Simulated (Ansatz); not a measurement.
# Ga: the cost of one run

Method: DFT, scalar-relativistic, functionals as named in each step, in Ansatz 0.2.0.

1 further run of the same task is left out (it didn't finish). Runs told in other sessions of the task aren't counted.

## (1) The structure to begin with

Symmetry: C2/c, No. 15, monoclinic system. Conventional cell: a = 2.766 Å, b = 8.053 Å, c = 3.332 Å, α = 90.00°, β = 92.02°, γ = 90.00°. Ga (site symmetry 2) is surrounded by 8 Ga at 2.69 to 2.92 Å.

Coordinates:

```
Ga
1.0
     1.38300   -4.02650    0.00000
     1.38300    4.02650    0.00000
    -0.11745    0.00000    3.32993
Ga
2
Direct
  0.86900 0.13100 0.25000
  0.13100 0.86900 0.75000
```

Atoms are numbered in the order of the input: Ga1, Ga2.

## (2) LDA, LAPW

File input.yaml:

```yaml
crystal:
  lattice:
    - [1.383, -4.0265, 0.0]
    - [1.383, 4.0265, 0.0]
    - [-0.11745, 0.0, 3.32993]
  atoms:
    - { symbol: Ga, position: [0.869, 0.131, 0.25] }
    - { symbol: Ga, position: [0.131, 0.869, 0.75] }
kpoints:
  mp_grid: { grid: [14, 14, 11] }
  band_path:
    path:
      - [0.0, 0.0, 0.0]
      - [-0.5, 0.5, 0.0]
      - [-0.5, 0.5, 0.5]
      - [0.0, 0.0, 0.5]
      - [0.0, 0.0, 0.0]
      - [-0.5, 0.0, 0.5]
      - [0.0, 0.0, 0.0]
      - [-0.5, 0.0, 0.0]
    npoints: 5
scf:
  occupations: { method: fermi_dirac, width: 0.05 }
hamiltonian:
  xc: lda
  pseudopotentials: { kind: all_electron, lapw: { basis_error: 0.0005 } }
output:
  forces: true
  stress: true
  eigenvalues: true
```

Started as:

```bash
> ansatz run input.yaml --threads 1 --pin off --max-ram 2048MiB --backend cpu --events-out ev --progress --plain --runs-dir out
```

**Question.** How long does this run take on 1 thread of Arm Neoverse V1, shared host, and how much memory does it need?

About 2.5 min, with a peak of 1.4 GiB.
